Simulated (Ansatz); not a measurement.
# SnS2 (Berndtite-2T): the cost of one run

Code: Ansatz 0.2.0. PAW datasets, plane waves. The values are computed, spin-unpolarised, and not measurements.

**1. The system as given**

The unstrained cell was relaxed with r2SCAN+rVV10; in each strained cell the atoms were relaxed again with r2SCAN+rVV10. Names of k-points are those of the unstrained zone, where strain can split equivalent points. First state: +1.6 % strain along x alone.

Space group C2/m (No. 12), monoclinic; conventional cell a = 6.341 Å, b = 3.717 Å, c = 5.962 Å, β = 90.0°, 23.42 Å³ an atom. Near Sn stand 6 S at 2.57–2.59 Å; near S stand 3 Sn at 2.57–2.59 Å.

Structure file:

```xyz
3
Lattice="3.7175 0.0000 0.0000 -1.8587 3.1703 0.0000 0.0000 0.0000 5.9618" Properties=species:S:1:pos:R:3 pbc="T T T"
Sn    0.0000    0.0000    0.0000
S     0.0000    2.1140    1.4554
S     1.8587    1.0563    4.5064
```

From earlier runs on the unstrained cell: PBE 1.43 eV, r2SCAN 1.75 eV, HSE06 2.32 eV; a = 3.661 Å, c = 5.962 Å.

**2. +1.6 % strain along x alone: PBE**

input.yaml

```yaml
crystal:
  lattice:
    - [3.7174992031, 0.0, 0.0]
    - [-1.8587496016, 3.1703089595, 0.0]
    - [0.0, 0.0, 5.9618049176]
  atoms:
    - { symbol: Sn, position: [0.0, 0.0, 0.0] }
    - { symbol: S, position: [0.3334031314, 0.6668062627, 0.244118728] }
    - { symbol: S, position: [0.6665968686, 0.3331937373, 0.755881272] }
kpoints:
  mp_grid: { grid: [12, 12, 4] }
  band_path:
    path:
      - [0.0, 0.0, 0.0]
      - [0.5, 0.0, 0.0]
      - [0.3333333333, 0.3333333333, 0.0]
      - [0.0, 0.0, 0.5]
      - [0.5, 0.0, 0.5]
      - [0.3333333333, 0.3333333333, 0.5]
      - [0.0, -0.5, 0.25]
      - [0.135417, -0.067708, 0.0]
      - [0.0, 0.463542, 0.304687]
    npoints: 1
hamiltonian:
  xc: pbe
scf:
  occupations: { method: fermi_dirac, width: 0.02 }
  n_extra_bands: 4
output:
  forces: true
  stress: true
  eigenvalues: true
```

The run is started by

```console
> ansatz run input.yaml --threads 4 --pin off --max-ram 5529MiB --backend cpu --events-out ev --progress --plain --runs-dir out
```

**Question.** How long does this run take on 4 threads of Arm Neoverse V1, shared host, and how much memory does it need?

About 3.2 s, with a peak of 0.46 GiB.
